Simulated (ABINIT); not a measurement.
Crystal: FeSi2 (Linzhiite).

```
CELL_PARAMETERS angstrom
2.68400 0.00000 0.00000
0.00000 2.68400 0.00000
0.00000 0.00000 5.12800
ATOMIC_POSITIONS crystal
Fe 0.00000 0.00000 0.00000
Si 0.50000 0.50000 0.73000
Si 0.50000 0.50000 0.27000
```

- Program: ABINIT 10.8.3 (patched build)
- Task: relaxation of cell and atoms
- Functional: LDA
- Potentials or basis: JTH PAW LDA v2.0
- Cutoff: 707 eV
- k mesh: 8 × 8 × 4
- Occupations: fermi-dirac, width 0.05 eV
- Spin: collinear spin, ferromagnetic start
- Starting moments: [3.0, 0.0, 0.0] μB
- Hubbard terms: Fe d U = 6.2 eV, J = 0.9 eV

At the start: pressure 9.8 GPa; volume 12.31 Å³/atom.

Question: How do energy, volume and symmetry change on relaxing?

Answer: Over 12 steps the energy falls by 35.5 meV/atom and the volume is 13.17 Å³/atom (+6.9 %); space group P4/mmm (No. 123, to 0.05 Å); moment 1.95 μB per cell.

The path:
```csv
step,energy change (eV),largest force (eV/Å),pressure (GPa),volume (Å³)
1,0.0000,0.9461,9.76,36.94
2,-0.0732,0.5409,5.07,38.05
3,-0.1058,0.1010,0.31,39.40
4,-0.1063,0.0438,-0.05,39.52
5,-0.1063,0.0245,-0.08,39.54
6,-0.1064,0.0067,-0.05,39.52
7,-0.1064,0.0030,0.00,39.50
8,-0.1064,0.0044,0.04,39.49
9,-0.1064,0.0021,0.05,39.49
10,-0.1064,0.0001,0.02,39.50
11,-0.1064,0.0004,0.00,39.51
12,-0.1064,0.0001,0.00,39.51
```

Final structure:
```yaml
crystal:
  lattice:
    - [2.76009, 0.00000, 0.00000]
    - [0.00000, 2.76009, 0.00000]
    - [0.00000, 0.00000, 5.18613]
  atoms:
    - { symbol: Fe, position: [0.00000, 0.00000, 0.00000] }
    - { symbol: Si, position: [0.50000, 0.50000, 0.72475] }
    - { symbol: Si, position: [0.50000, 0.50000, 0.27525] }
```

Caveat: the U is typed as a test and isn't derived for this compound.
